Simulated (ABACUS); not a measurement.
Runs of ABACUS 3.10.1 on Cu. Symmetry: Fm-3m, No. 225, cubic system. The conventional cell has a = 3.615 Å, b = 3.615 Å, c = 3.615 Å, α = 90.00°, β = 90.00°, γ = 90.00°. Cu (site symmetry m-3m) has 12 Cu at 2.56 Å as nearest neighbours. 

```csv
task,level,cell,k mesh,cutoff (eV),symmetry key,max steps of the relaxation,force threshold,optimiser,stress threshold,mesh quality,gap on the mesh (eV),pressure (GPa),relaxed volume (Å³/atom)
single point,r2SCAN,as given,8 × 8 × 8,1442,1,-,-,-,-,coarse,none,-4.2,-
relaxation of cell and atoms,WC,relaxed,10 × 10 × 10,1252,1,60,0.01 eV/Å,cg,0.2 kbar,not flagged,none,0.0,11.34
relaxation of cell and atoms,r2SCAN,relaxed,8 × 8 × 8,1442,1,60,0.01 eV/Å,cg,0.5 kbar,coarse,none,0.0,(a)
single point,TASK,as given,8 × 8 × 8,1442,1,-,-,-,-,coarse,none,584.4,-
```

Alike in all rows: potentials or basis SG15 ONCV 1.2 PBE, plane waves; no spin polarisation; smearing fermi-dirac 0.05 eV.

Q: Estimate the missing entries.

A: (a) 11.48.

Caveats: some runs use coarse meshes; the potentials were made for another functional, which shifts forces and pressure; a pressure of tens of GPa on the cell as given is suspect, and the run, the potentials or the cell itself is likely at fault (some runs).

A gap of «none» marks a metal or a gap under the smearing width.
